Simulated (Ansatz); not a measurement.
## WS₂ (P6_3/mmc), frozen normal mode

These are results of Ansatz 0.2.0, DFT PBEsol, scalar-relativistic, plane waves, PAW, not measurements. The runs took a 420 eV cutoff, a Γ-centred 12×12×2 mesh and Gaussian smearing (0.05 eV). Spin–orbit coupling is left out, which can shift energies with elements as heavy as these. No spin polarisation. Energies are free energies at this smearing, counted from the undisturbed cell; pressure is positive in compression.

The undisturbed cell (relaxed at this level):

```
W S
1.0
     3.14613    0.00000    0.00000
    -1.57307    2.72463    0.00000
     0.00000    0.00000   12.69173
W S
2 4
Direct
  0.33333 0.66667 0.25000
  0.66667 0.33333 0.75000
  0.33333 0.66667 0.62649
  0.66667 0.33333 0.12649
  0.33333 0.66667 0.87351
  0.66667 0.33333 0.37351
```

The cell holds layers and no dispersion correction was added, so their binding is poorly described.

A zone-centre mode of this cell is frozen in: each atom moves by x times its row below, so x is the largest displacement.
```
atom ux uy uz
  W1   0.000  0.000  0.000
  W2   0.000  0.000  0.000
  S3   1.000  0.000  0.000
  S4   1.000  0.000  0.000
  S5  -1.000  0.000  0.000
  S6  -1.000  0.000  0.000
```

| x (Å) | ΔE (meV/cell) |
| --- | --- |
| -0.1200 | 296.0 |
| -0.0600 | 74.1 |
| 0.0000 | 0.0 |
| 0.0150 | 4.6 |
| 0.0300 | 18.5 |
| 0.0450 | 41.7 |
| 0.0750 | 115.7 |
| 0.0900 | 166.6 |
| 0.1050 | 226.7 |

By symmetry 0.1200 repeats -0.1200, -0.0900 repeats 0.0900, 0.0600 repeats -0.0600, -0.0300 repeats 0.0300 in energy, with the opposite slope along the path.